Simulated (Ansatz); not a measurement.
**Phases of Gd at 18 GPa**

Structure types of Gd are relaxed in primitive cells with their symmetry kept at 18 GPa, first on PAW files, then by LAPW. The enthalpy is E + pV at zero temperature, without zero-point motion. Only the types listed were tried, and differences under about 5 meV/atom are mesh noise. Not among the end structures: hcp, which may lie lower.

Level of theory: DFT with PBE, scalar-relativistic, in Ansatz 0.2.0; Fermi–Dirac smearing of 0.08 eV, spin-polarised from start moments Gd 7 μB. LAPW: all electrons, basis error target 0.5 meV/atom; PAW: frozen-core files, cutoff 420 eV.

k meshes: fcc 15×15×15, bcc 15×15×15.

The open f shell is treated without a Hubbard term, so these are results of the method, and the state needn't be the lowest. Spin–orbit coupling is left out, which matters for the heavy atoms.

Order the types by LAPW enthalpy, lowest first.
A. bcc
B. fcc

B (0 meV/atom), A (82 meV/atom).

```json
{"start type": "fcc", "ends as": "fcc, Fm-3m", "a, b, c (Å)": "4.560, 4.560, 4.560", "V (Å³/atom)": "23.70", "H − H(lowest), LAPW (meV/atom)": "0.0", "same, PAW": "0.0", "moment (μB/atom)": "7.23"}
{"start type": "bcc", "ends as": "bcc, Im-3m", "a, b, c (Å)": "3.637, 3.637, 3.637", "V (Å³/atom)": "24.06", "H − H(lowest), LAPW (meV/atom)": "81.6", "same, PAW": "80.9", "moment (μB/atom)": "7.54"}
```

Split the lead of fcc over bcc into energy and pV.

For bcc less fcc: ΔE = +41.4 meV/atom, and p·ΔV = 18 GPa × +0.3578 Å³ × 6.242 meV/(GPa·Å³) = +40.2 meV/atom, together 81.6 meV/atom. fcc wins on both counts.
